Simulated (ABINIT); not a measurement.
TiB2:

```
CELL_PARAMETERS angstrom
3.02920 0.00000 0.00000
-1.51460 2.62336 0.00000
0.00000 0.00000 3.22840
ATOMIC_POSITIONS crystal
Ti 0.00000 0.00000 0.00000
B 0.66667 0.33333 0.50000
B 0.33333 0.66667 0.50000
```

Base run:

| Item | Value |
| --- | --- |
| Program | ABINIT 10.8.3 (patched build) |
| Functional | PBEsol |
| Potentials or basis | PseudoDojo NC SR PBEsol v0.4 stringent |
| Cutoff | 1034 eV |
| k mesh | 8 × 8 × 6 |
| Occupations | fermi-dirac, width 0.05 eV |
| Spin | no spin polarisation |

Its results: band gap on the k mesh none (metal or under the smearing width); pressure -4.9 GPa.

Question: The run is repeated on the same cell with these changes: functional from PBEsol to RPBE; potentials or basis from PseudoDojo NC SR PBEsol v0.4 stringent to PseudoDojo NC SR PBE v0.5 stringent. What comes out?

Answer: Band gap on the k mesh none (metal or under the smearing width); pressure 2.5 GPa.

Caveats: the potentials were made for another functional, which shifts forces and pressure (some runs).

Not every run made on this cell is shown here.
